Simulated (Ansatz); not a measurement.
**Two inputs for SiC**

This input was run with Ansatz:

```yaml
crystal:
  lattice:
    - [3.095, 0.0, 0.0]
    - [-1.5475, 2.6803486247, 0.0]
    - [0.0, 0.0, 15.17]
  atoms:
    - { symbol: Si, position: [0.0, 0.0, 0.125] }
    - { symbol: Si, position: [0.0, 0.0, 0.625] }
    - { symbol: Si, position: [0.3333333333, 0.6666666667, 0.2917] }
    - { symbol: Si, position: [0.6666666667, 0.3333333333, 0.7917] }
    - { symbol: Si, position: [0.3333333333, 0.6666666667, 0.9583] }
    - { symbol: Si, position: [0.6666666667, 0.3333333333, 0.4583] }
    - { symbol: C, position: [0.0, 0.0, 0.0] }
    - { symbol: C, position: [0.0, 0.0, 0.5] }
    - { symbol: C, position: [0.3333333333, 0.6666666667, 0.1667] }
    - { symbol: C, position: [0.6666666667, 0.3333333333, 0.6667] }
    - { symbol: C, position: [0.3333333333, 0.6666666667, 0.8333] }
    - { symbol: C, position: [0.6666666667, 0.3333333333, 0.3333] }
kpoints:
  mp_grid: { grid: [5, 5, 1] }
scf:
  occupations: { method: fermi_dirac, width: 0.02 }
  convergence: { dr2_threshold: 1.0e-05 }
hamiltonian:
  xc: pbe
  pseudopotentials: { kind: paw }
output:
  forces: true
  stress: true
  populations: true
  efg: { contact_densities: true }
```

It converged. Of its output the block on the nuclei alone is shown, without the SCF iterations, energies, forces and stress (one atom of each set):

```
--- PAW observables at the nuclei: V_zz in 10²¹ V/m², potentials from the cell's mean, atoms counted from 1 ---
  atom   1  Si V_zz =    -0.109938   η = 0.0000   by run symmetry: allowed
            electrostatic potential = -1361.865082 V   contact ρ = 12806.961060 e/Å³
  atom   3  Si V_zz =    +0.205263   η = 0.0000   by run symmetry: allowed
            electrostatic potential = -1361.896843 V   contact ρ = 12806.939186 e/Å³
  atom   5  Si V_zz =    +0.236576   η = 0.0000   by run symmetry: allowed
            electrostatic potential = -1361.898792 V   contact ρ = 12806.991473 e/Å³
  atom   7  C  V_zz =    +0.227539   η = 0.0000   by run symmetry: allowed
            electrostatic potential = -418.446643 V   contact ρ = 866.864602 e/Å³
  atom   9  C  V_zz =    +0.094161   η = 0.0000   by run symmetry: allowed
            electrostatic potential = -418.363842 V   contact ρ = 866.853300 e/Å³
  atom  11  C  V_zz =    +0.067295   η = 0.0000   by run symmetry: allowed
            electrostatic potential = -418.413396 V   contact ρ = 866.844260 e/Å³
```

Task: Can these gradients be trusted, and how do they compare with a run on standard settings?

Result: Not as converged values. Against the standard input the change is `kpoints.mp_grid.grid`: [10, 10, 2] → [5, 5, 1]; `scf.convergence.dr2_threshold`: not typed → 1e-05. A site carries the number of its first atom; V_zz in 10²¹ V/m².

| site | atom | V_zz standard | η standard | V_zz here | η here |
| --- | --- | --- | --- | --- | --- |
| Si1 | 1 | -0.18 | 0.00 | -0.11 | 0.00 |
| Si3 | 3 | 0.13 | 0.00 | 0.21 | 0.00 |
| Si5 | 5 | 0.17 | 0.00 | 0.24 | 0.00 |
| C7 | 7 | 0.15 | 0.00 | 0.23 | 0.00 |
| C9 | 9 | 0.038 | 0.00 | 0.094 | 0.00 |
| C11 | 11 | 0.013 | 0.00 | 0.067 | 0.00 |

The largest change of V_zz is on C7, from 0.15 to 0.23. SCF iterations: 6 and 6. New warnings: force scf threshold loose, stress scf threshold loose. In the changed run the k-mesh is coarser than the standard one and the SCF threshold is loose, so its values aren't converged ones.

On the reference run: The values hang on the deposited positions: relaxing the atoms moves V_zz on Si1 from -0.18 to -0.097.
